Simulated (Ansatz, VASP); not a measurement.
**Two plane-wave programs on Ag**

```
CELL_PARAMETERS angstrom
0.00000 1.99016 1.99016
1.99016 0.00000 1.99016
1.99016 1.99016 0.00000
ATOMIC_POSITIONS crystal
Ag 0.00000 0.00000 0.00000
```

Alike in both runs: functional LDA; k mesh 17 × 17 × 17; occupations fermi-dirac, width 0.1 eV; no spin polarisation.

Ansatz relaxed the structure, and its values are those at the end. VASP's run is a single point on that final structure, the one shown.

|  | VASP | Ansatz |
| --- | --- | --- |
| version | VASP 6.6.1 | Ansatz 0.2.0 |
| potentials or method | VASP PAW LDA potentials, release 64 (Ag) | PAW with Ansatz's default frozen-core files, scalar-relativistic |
| plane-wave cutoff (eV) | 520 | 420 |
| valence electrons in the cell | 11 | 19 |

|  | VASP | Ansatz | Ansatz less VASP |
| --- | --- | --- | --- |
| pressure (GPa) | 2.3 | 2.2 | -0.15 |

The two sets of potentials don't hold the same shells in valence.
